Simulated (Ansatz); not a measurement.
## SnTe in Ansatz: the effect of functional

Crystal: SnTe.

```
Te Sn
1.0
     0.00000    3.63506    3.63506
     3.63506    0.00000    3.63506
     3.63506    3.63506    0.00000
Te Sn
1 1
Direct
  0.25000 0.25000 0.25000
  0.00000 0.00000 0.00000
```

Measurements of this composition are mostly on another form, of space group No. 225.

The cell isn't the ideal one: volume scaled by 1.02.

Alike in all runs:

- Program: Ansatz 0.2.0
- Task: single point
- Potentials or basis: Ansatz PAW
- k mesh: 7 × 7 × 7
- Occupations: fermi-dirac, width 0.05 eV
- Spin: no spin polarisation

Task: One run gave: gap on the mesh 0.30 eV; pressure -2.6 GPa. Which functional did it use?
A. LDA
B. r2SCAN
C. PBEsol

Result: A.

```tsv
functional	cutoff	gap on the mesh (eV)	pressure (GPa)
LDA	420 eV (not typed: the program's choice for these potentials)	0.30	-2.6
PBEsol	420 eV (not typed: the program's choice for these potentials)	0.33	-1.8
r2SCAN	500 eV (not typed: the program's choice for these potentials)	0.45	-1.0
```

Caveats: odd divisions of the mesh miss points on the zone boundary, where band edges often lie, so the gap on the mesh can be too wide; spin-orbit coupling is left out, which moves the levels of the heavy elements; the PAW data sets come from PBE, with cores solved anew for the run's functional, which leaves a small shift of forces and pressure.

A k mesh can miss the band edges.
